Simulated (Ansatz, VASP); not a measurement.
**Hf: VASP beside Ansatz**

The input INCAR:

```
SYSTEM = Hf
PREC = Accurate
ENCUT = 520
EDIFF = 1E-6
ISMEAR = 0
SIGMA = 0.05
LREAL = .False.
LASPH = .True.
NELM = 100
ALGO = Fast
ISIF = 2
LWAVE = .False.
LCHARG = .True.
GGA = PE
LELF = .True.
LVHAR = .True.
NBANDS = 11
```

Contents of KPOINTS:

```
Automatic mesh
0
Gamma
  18 18 18
  0 0 0
```

POSCAR

```
Hf
1.0
   -1.8050000000      1.8050000000      1.8050000000
    1.8050000000     -1.8050000000      1.8050000000
    1.8050000000      1.8050000000     -1.8050000000
Hf
1
Direct
    0.0000000000      0.0000000000      0.0000000000
```

Input for Ansatz:

```yaml
crystal:
  lattice:
    - [-1.805, 1.805, 1.805]
    - [1.805, -1.805, 1.805]
    - [1.805, 1.805, -1.805]
  atoms:
    - { symbol: Hf, position: [0.0, 0.0, 0.0] }
basis:
  ecutwfc: 420
  ecutrho_ratio: 4
kpoints:
  mp_grid: { grid: [18, 18, 18] }
hamiltonian:
  xc: pbe
scf:
  occupations: { method: gaussian, width: 0.05 }
output:
  forces: true
  stress: true
  eigenvalues: true
```

This isn't the form of Hf at room conditions, which is hcp.

Alike in both runs: task single point; functional PBE; k mesh 18 × 18 × 18; occupations gaussian, width 0.05 eV; no spin polarisation.

|  | VASP | Ansatz |
| --- | --- | --- |
| version | VASP 6.6.1 | Ansatz 0.2.0 |
| potentials or method | VASP PAW PBE potentials, release 64 (Hf_pv) | scalar-relativistic, plane waves, PAW |
| plane-wave cutoff (eV) | 520 | 420 |
| valence electrons in the cell | 10 | 26 |

|  | VASP | Ansatz | Ansatz less VASP |
| --- | --- | --- | --- |
| gap on the k mesh at the Fermi level (eV) | none | none | - |
| pressure (GPa) | -5.1 | -4.9 | +0.22 |

A gap of «none» marks a metal or a gap that the smearing closes. The two sets of potentials don't hold the same shells in valence.

The runs have no spin-orbit coupling, so splittings on Hf are missing.
